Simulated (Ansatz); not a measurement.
The system is CuO.

```
Cu O
1.0
     0.00000    2.11656    2.11656
     2.11656    0.00000    2.11656
     2.11656    2.11656    0.00000
Cu O
1 1
Direct
  0.02950 0.02810 0.90803
  0.47050 0.47190 0.59197
```

The cell comes from a database or a generator and needn't be the stable form of this composition.

Base run:

```yaml
Program: Ansatz 0.2.0
Functional: PBEsol
Potentials_or_basis: Ansatz PAW
Cutoff: 420 eV
Density_cutoff: 1680 eV
k_mesh: 11 × 11 × 11
Occupations: fermi-dirac, width 0.05 eV
Spin: no spin polarisation
Hubbard_terms: Cu d U = 5.3 eV
```

Its results: band gap on the k mesh none (metal or under the smearing width); pressure 11.9 GPa; largest force 1.121 eV/Å.

**Question.** The run is repeated on the same cell with these changes: functional from PBEsol to LDA. What comes out?

**Answer.** Band gap on the k mesh none (metal or under the smearing width); pressure 4.4 GPa; largest force 0.947 eV/Å.

LDA binds more tightly than PBEsol, so the same cell stands under less pressure.

Caveats: an odd number of electrons without spin polarisation forces a metal; a magnetic or distorted state may lie lower; the run has no spin polarisation, though such a crystal can be magnetic; U without spin polarisation on a metal has little footing; the PAW data sets come from PBE, with cores solved anew for the run's functional, which leaves a small shift of forces and pressure.

Not every run made on this cell is shown here.
